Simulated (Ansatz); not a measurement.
## TiAl (Pm-3m), comparing deformations

Method: DFT PBEsol, scalar-relativistic, plane waves, PAW in Ansatz 0.2.0. Settings: plane waves to 420 eV, k-mesh 20×20×20 (Γ-centred), Gaussian smearing 0.15 eV. No spin polarisation. Energies are free energies at this smearing, counted from the undisturbed cell; pressure is positive in compression.

Zero of the scan (relaxed at this level; it needn't be the usual structure):

```xyz
2
Lattice="3.1565 0.0000 0.0000 0.0000 3.1565 0.0000 0.0000 0.0000 3.1565" Properties=species:S:1:pos:R:3 pbc="T T T"
Ti    0.0000    0.0000    0.0000
Al    1.5782    1.5782    1.5782
```

The cell is strained by ε times a Voigt pattern (xx, yy, zz, yz, xz, xy; engineering shear) with fractional coordinates fixed. τ = (1/V0) dE/dε comes from the stress tensor. Of each scan, only the three points used here are listed.

```csv
pattern,ε,τ (GPa)
"(0, 0, 0, 0, 0, 1)",-0.0125,-0.92
"(0, 0, 0, 0, 0, 1)",0.0000,0.00
"(0, 0, 0, 0, 0, 1)",0.0125,0.92
"(0, 0, 0, 1, 0, 0)",-0.0050,-0.37
"(0, 0, 0, 1, 0, 0)",0.0000,0.00
"(0, 0, 0, 1, 0, 0)",0.0050,0.37
"(1, 1, 0, 0, 0, 0)",-0.0150,-6.89
"(1, 1, 0, 0, 0, 0)",0.0000,-0.03
"(1, 1, 0, 0, 0, 0)",0.0150,6.24
"(0, 0, 1, 0, 0, 0)",-0.0150,-1.43
"(0, 0, 1, 0, 0, 0)",0.0000,-0.02
"(0, 0, 1, 0, 0, 0)",0.0150,1.05
```

**Question.** Which constants do the scans give, and which deformation costs least for the same size of strain tensor?

**Answer.** The slope dτ/dε at zero (parabola through three points) is pᵀCp: (0, 0, 0, 0, 0, 1) gives C44 = 74 GPa; (0, 0, 0, 1, 0, 0) gives C44 = 74 GPa; (1, 1, 0, 0, 0, 0) gives 2(C11 + C12) = 438 GPa; (0, 0, 1, 0, 0, 0) gives C11 = 83 GPa. The size of the strain tensor, ε:ε, is ε² times 0.5, 0.5, 2.0, 1.0. Per unit of it the stiffnesses are 148, 147, 219, 83 GPa, so (0, 0, 1, 0, 0, 0) is the softest of these: at ε:ε = (1 %)² the quadratic term costs 0.41 meV/atom against 1.07 for the stiffest.

In a metal these slopes depend on the k mesh and the smearing.